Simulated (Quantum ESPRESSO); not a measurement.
Crystal: Fe.

```
CELL_PARAMETERS angstrom
0.00000 1.94174 1.96511
1.49844 0.00000 1.96511
1.49844 1.94174 0.00000
ATOMIC_POSITIONS crystal
Fe 0.00000 0.00000 0.00000
```

Base run:

```yaml
Program: Quantum ESPRESSO 7.5
Functional: PBEsol
Potentials_or_basis: GBRV 1.5 PBEsol
Cutoff: 762 eV
Density_cutoff: 6095 eV
k_mesh: 13 × 13 × 13
Occupations: fermi-dirac, width 0.05 eV
Spin: collinear spin, ferromagnetic start
Starting_moments: "[3.0] μB"
Hubbard_terms: Fe d U = 8 eV
```

Its results: band gap on the k mesh none (metal or under the smearing width); pressure 45.8 GPa; net moment 3.01 μB per cell; site moments Fe +3.07 μB.

The run is repeated on the same cell with these changes: hubbard terms from Fe d U = 8 eV to none. What comes out?

Band gap on the k mesh none (metal or under the smearing width); pressure -8.6 GPa; net moment 2.27 μB per cell; site moments Fe +2.31 μB.

Caveats: a pressure of tens of GPa on the cell as given is suspect, and the run, the potentials or the cell itself is likely at fault (some runs); the U is typed as a test and isn't derived for this compound (some runs).
